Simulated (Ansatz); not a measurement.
W2C in Ansatz: the effect of functional

The system is W2C.

```
CELL_PARAMETERS angstrom
3.04944 0.00000 0.00000
-1.52472 2.64089 0.00000
0.00000 0.00000 4.64703
ATOMIC_POSITIONS crystal
W 0.66667 0.33333 0.25367
W 0.33333 0.66667 0.74633
C 0.00000 0.00000 0.00000
```

The cell comes from a database or a generator and needn't be the stable form of this composition.

The cell isn't the ideal one: volume scaled by 0.98.

Alike in all runs:

| Quantity | Value |
| --- | --- |
| Program | Ansatz 0.2.0 |
| Task | single point |
| Potentials or basis | Ansatz PAW |
| k mesh | 10 × 10 × 6 |
| Occupations | fermi-dirac, width 0.05 eV |
| Spin | no spin polarisation |

| functional | cutoff | pressure (GPa) |
| --- | --- | --- |
| LDA | 420 eV (not typed: the program's choice for these potentials) | -9.0 |
| PBEsol | 420 eV (not typed: the program's choice for these potentials) | ? |
| r2SCAN | 500 eV (not typed: the program's choice for these potentials) | 0.7 |

**Question.** What does the run with functional PBEsol give?

**Answer.** Pressure -3.4 GPa.

Caveats: the PAW data sets come from PBE, with cores solved anew for the run's functional, which leaves a small shift of forces and pressure.
